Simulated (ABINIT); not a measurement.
A calculation with ABINIT 10.8.3 (patched build) of Al (ASE script, structure from a P1 CIF):

Contents of run.py:

```python
import json, os
import numpy as np
from ase.eos import EquationOfState
from ase.units import GPa
from ase.calculators.abinit import Abinit, AbinitProfile
from ase.io import read

atoms = read('Al.cif')

profile = AbinitProfile(command='abinit', pp_paths=[os.path.abspath('pseudos')])
params = dict(
    pps='pawxml', xc='PBE',
    ecut=707.496,
    pawecutdg=1306.1465,
    kptopt=1,
    ngkpt=[11, 11, 11],
    nshiftk=1,
    shiftk=[0.0, 0.0, 0.0],
    ixc=11,
    vdw_xc=7,
    nband=6,
    occopt=4,
    tsmear=0.1,
    nstep=100,
    tolvrs=1e-09,
    prtwf=0,
    prtden=0,
)

cell0 = atoms.cell.copy()
volumes, energies = [], []
for i, x in enumerate([0.94, 0.96, 0.98, 1.0, 1.02, 1.04, 1.06]):
    atoms.set_cell(cell0 * x ** (1 / 3), scale_atoms=True)
    atoms.calc = Abinit(profile=profile, directory=f'v{i}', **params)
    volumes.append(atoms.get_volume() / len(atoms))
    energies.append(atoms.get_potential_energy(force_consistent=True) / len(atoms))
    print(f'{x:5.2f} {volumes[-1]:10.5f} A^3/atom {energies[-1]:14.6f} eV/atom', flush=True)
    json.dump(dict(volumes=volumes, energies=energies), open('results.json', 'w'))
v0, e0, b0 = EquationOfState(volumes, energies, eos='sjeos').fit()
print(f'V0 {v0:.4f} A^3/atom  E0 {e0:.6f} eV/atom  B0 {b0 / GPa:.2f} GPa')
```

The input Al.cif:

```cif
data_Al
_cell_length_a 2.86350669
_cell_length_b 2.86350669
_cell_length_c 2.86350669
_cell_angle_alpha 60.00000000
_cell_angle_beta 60.00000000
_cell_angle_gamma 60.00000000
_space_group_name_H-M_alt 'P1'
_space_group_name_Hall 'P 1'
_space_group_IT_number 1
loop_
_space_group_symop_operation_xyz
'x,y,z'
loop_
_atom_site_label
_atom_site_type_symbol
_atom_site_symmetry_multiplicity
_atom_site_Wyckoff_symbol
_atom_site_fract_x
_atom_site_fract_y
_atom_site_fract_z
_atom_site_occupancy
Al1 Al 1 a 0.0000000000 0.0000000000 0.0000000000 1
```

Potentials or basis: JTH PAW PBE v2.0.

The run is started by

```console
$ python run.py
```

**Question.** Write the same calculation in another form: native input, structure from a POSCAR.

**Answer.** As run:

Contents of run.abi:

```
# Datasets: one volume each
ndtset 7
getwfk -1

# Pseudopotentials
pp_dirpath "./"
pseudos "Al.GGA_PBE-JTH.xml"

# Structure
natom 1
structure1 "poscar:POSCAR1"
structure2 "poscar:POSCAR2"
structure3 "poscar:POSCAR3"
structure4 "poscar:POSCAR4"
structure5 "poscar:POSCAR5"
structure6 "poscar:POSCAR6"
structure7 "poscar:POSCAR7"

# Plane-wave basis
ecut 707.496042 eV
pawecutdg 48.0

# k points
kptopt 1
ngkpt 11 11 11
nshiftk 1
shiftk 0.0 0.0 0.0

# Exchange and correlation
ixc 11
vdw_xc 7

# Bands and occupations
nband 6
occopt 4
tsmear 0.1 eV

# SCF cycle
nstep 100
tolvrs 1.0e-9

# Output
iomode 3
prtwf 1
prtden 0
prteig 0
prtebands 0
enunit 2
```

File POSCAR1:

```
Al
1.0
    0.0000000000      1.9834708509      1.9834708509
    1.9834708509      0.0000000000      1.9834708509
    1.9834708509      1.9834708509      0.0000000000
Al
1
Direct
    0.0000000000      0.0000000000      0.0000000000  Al
```

Contents of POSCAR2:

```
Al
1.0
    0.0000000000      1.9974394157      1.9974394157
    1.9974394157      0.0000000000      1.9974394157
    1.9974394157      1.9974394157      0.0000000000
Al
1
Direct
    0.0000000000      0.0000000000      0.0000000000  Al
```

File POSCAR3:

```
Al
1.0
    0.0000000000      2.0112152952      2.0112152952
    2.0112152952      0.0000000000      2.0112152952
    2.0112152952      2.0112152952      0.0000000000
Al
1
Direct
    0.0000000000      0.0000000000      0.0000000000  Al
```

File POSCAR4:

```
Al
1.0
    0.0000000000      2.0248050000      2.0248050000
    2.0248050000      0.0000000000      2.0248050000
    2.0248050000      2.0248050000      0.0000000000
Al
1
Direct
    0.0000000000      0.0000000000      0.0000000000  Al
```

POSCAR5

```
Al
1.0
    0.0000000000      2.0382146954      2.0382146954
    2.0382146954      0.0000000000      2.0382146954
    2.0382146954      2.0382146954      0.0000000000
Al
1
Direct
    0.0000000000      0.0000000000      0.0000000000  Al
```

The input POSCAR6:

```
Al
1.0
    0.0000000000      2.0514502267      2.0514502267
    2.0514502267      0.0000000000      2.0514502267
    2.0514502267      2.0514502267      0.0000000000
Al
1
Direct
    0.0000000000      0.0000000000      0.0000000000  Al
```

File POSCAR7:

```
Al
1.0
    0.0000000000      2.0645171409      2.0645171409
    2.0645171409      0.0000000000      2.0645171409
    2.0645171409      2.0645171409      0.0000000000
Al
1
Direct
    0.0000000000      0.0000000000      0.0000000000  Al
```

Potentials or basis: JTH PAW PBE v2.0.

The run is started by

```sh
$ abinit run.abi > log 2>&1
```

Both were run:

|  | ASE script, structure from a P1 CIF | native input, structure from a POSCAR |
| --- | --- | --- |
| Equilibrium volume | 15.81 Å³/atom | 15.80 Å³/atom |
| Bulk modulus | 88 GPa | 88 GPa |
| Pressure derivative of the bulk modulus | 4.6 (rough: it moves with the points fitted) | 4.6 |

Keys that steer only the numerical path or the files written may differ.

Caveat: pressures at fixed basis lie under the slope of the energies.
